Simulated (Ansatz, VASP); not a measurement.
## SiO2: VASP beside Ansatz

Contents of INCAR:

```
ALGO = Normal ; EDIFF = 1E-7
ENCUT = 520 ; ISIF = 2
ISMEAR = 0 ; LASPH = T
LCHARG = F ; LREAL = F
LWAVE = F ; NBANDS = 25
NELM = 100 ; PREC = Accurate
SIGMA = 0.05
```

KPOINTS

```
k-points
0
Gamma
  6 6 8
```

POSCAR

```
SiO2
1.0
    4.0554000000      0.0000000000      0.0000000000
    0.0000000000      4.0554000000      0.0000000000
    0.0000000000      0.0000000000      2.4697000000
Si O
2 4
Direct
    0.5000000000      0.5000000000      0.5000000000
    0.0000000000      0.0000000000      0.0000000000
    0.6944252994      0.6944252994      0.0000000000
    0.1944252994      0.8055747006      0.5000000000
    0.3055747006      0.3055747006      0.0000000000
    0.8055747006      0.1944252994      0.5000000000
```

Input for Ansatz:

```yaml
crystal:
  lattice:
    - [4.0554, 0.0, 0.0]
    - [0.0, 4.0554, 0.0]
    - [0.0, 0.0, 2.4697]
  atoms:
    - { symbol: Si, position: [0.5, 0.5, 0.5] }
    - { symbol: Si, position: [0.0, 0.0, 0.0] }
    - { symbol: O, position: [0.6944252994, 0.6944252994, 0.0] }
    - { symbol: O, position: [0.1944252994, 0.8055747006, 0.5] }
    - { symbol: O, position: [0.3055747006, 0.3055747006, 0.0] }
    - { symbol: O, position: [0.8055747006, 0.1944252994, 0.5] }
basis:
  ecutwfc: 520.0
kpoints:
  mp_grid: { grid: [6, 6, 8] }
hamiltonian:
  xc: lda
  pseudopotentials: { kind: paw, azcp: { folder: soft_1 } }
scf:
  occupations: { method: gaussian, width: 0.05 }
output:
  forces: true
  stress: true
  eigenvalues: true
```

Alike in both runs: task single point; functional LDA; k mesh 6 × 6 × 8; occupations gaussian, width 0.05 eV; no spin polarisation.

|  | VASP | Ansatz |
| --- | --- | --- |
| version | VASP 6.6.1 | Ansatz 0.2.0 |
| potentials or method | VASP PAW LDA potentials, release 64 (Si, O) | scalar-relativistic, plane waves, PAW |
| plane-wave cutoff (eV) | 520 | 520 |
| valence electrons in the cell | 32 | 32 |

|  | VASP | Ansatz | Ansatz less VASP |
| --- | --- | --- | --- |
| gap on the k mesh at the Fermi level (eV) | 7.72 | 7.77 | +0.050 |
| least direct gap on the mesh (eV) | 7.72 | 7.77 | +0.050 |
| rms of the force components (eV/Å) | 0.473 | 0.439 | -0.0339 |

Atom by atom the forces differ by 0.034 eV/Å (rms over components). Ansatz warned: «pseudo_functional_mismatch».

Caveats: forces of over 1 eV/Å show positions far from the minimum, so gaps and moduli don't describe the material at rest. A k mesh can miss the band edges.
